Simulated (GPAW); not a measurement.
Runs of GPAW 26.7.0 on Al2O3. It takes space group P-3m1 (No. 164, trigonal). The conventional cell has a = 3.017 Å, b = 3.017 Å, c = 7.575 Å, α = 90.00°, β = 90.00°, γ = 120.00°. Al (site symmetry 3m) is surrounded by 4 O at 1.68 to 1.84 Å. O (site symmetry -3m) has 2 Al at 1.68 Å as nearest neighbours. O (site symmetry 3m) is surrounded by 3 Al at 1.84 Å. Measurements of this composition are mostly on another form, of space group No. 167.

| task | level | potentials or basis | k mesh | cutoff (eV) | smearing | band path | band points | eigensolver | mesh quality | gap on the mesh (eV) | pressure (GPa) | largest force (eV/Å) |
| --- | --- | --- | --- | --- | --- | --- | --- | --- | --- | --- | --- | --- |
| band structure | PBE | GPAW PAW data sets (gpaw-data 1.2.1), pw | 7 × 7 × 3 | 800 | fermi-dirac 0.05 eV | GMKGALHA,LM,KH | 60 | - | not flagged | 2.33 | 1.4 | 0.05 |
| band structure | BLYP | PAW data sets generated in the run's folder for this functional, pw | 7 × 7 × 3 | 800 | fermi-dirac 0.05 eV | GMKGALHA,LM,KH | 60 | davidson | not flagged | 2.54 | 2.8 | 0.16 |
| electron localisation function | PBEsol | PAW data sets generated in the run's folder for this functional, pw | 5 × 5 × 2 | 680 | fermi-dirac 0.01 eV | - | - | - | coarse | 2.23 | -3.1 | 0.07 |
| band structure | LDA | the program's PAW data sets (release 1.2.1) made for this functional, pw | 7 × 7 × 3 | 800 | fermi-dirac 0.05 eV | GMKGALHA,LM,KH | 60 | - | not flagged | (a) | -6.4 | 0.35 |
| band structure | revPBE | the program's PAW data sets (release 1.2.1) made for this functional, pw | 7 × 7 × 3 | 800 | fermi-dirac 0.05 eV | GMKGALHA,LM,KH | 60 | - | not flagged | 2.43 | 4.1 | 0.15 |
| band structure | RPBE | the program's PAW data sets (release 1.2.1) made for this functional, pw | 7 × 7 × 3 | 800 | fermi-dirac 0.05 eV | GMKGALHA,LM,KH | 60 | - | not flagged | 2.45 | 5.0 | (b) |
| band structure | PBEsol | PAW data sets generated in the run's folder for this functional, pw | 7 × 7 × 3 | 800 | fermi-dirac 0.05 eV | GMKGALHA,LM,KH | 60 | - | not flagged | 2.23 | -1.8 | 0.07 |
| band structure | r2SCAN | GPAW PAW data sets (gpaw-data 1.2.1), pw | 7 × 7 × 3 | 800 | fermi-dirac 0.05 eV | GMKGALHA,LM,KH | 60 | - | not flagged | 3.03 | -3.9 | 0.31 |

Alike in all rows: no spin polarisation; cell as given.

Fill in the values left out.

(a) 2.24; (b) 0.19.

Caveats: some runs use coarse meshes; the cutoff is short for stress and forces, so pressures can be off by a GPa or more (some runs); the PAW data sets were made with another functional, which shifts forces and pressure a little (some runs).

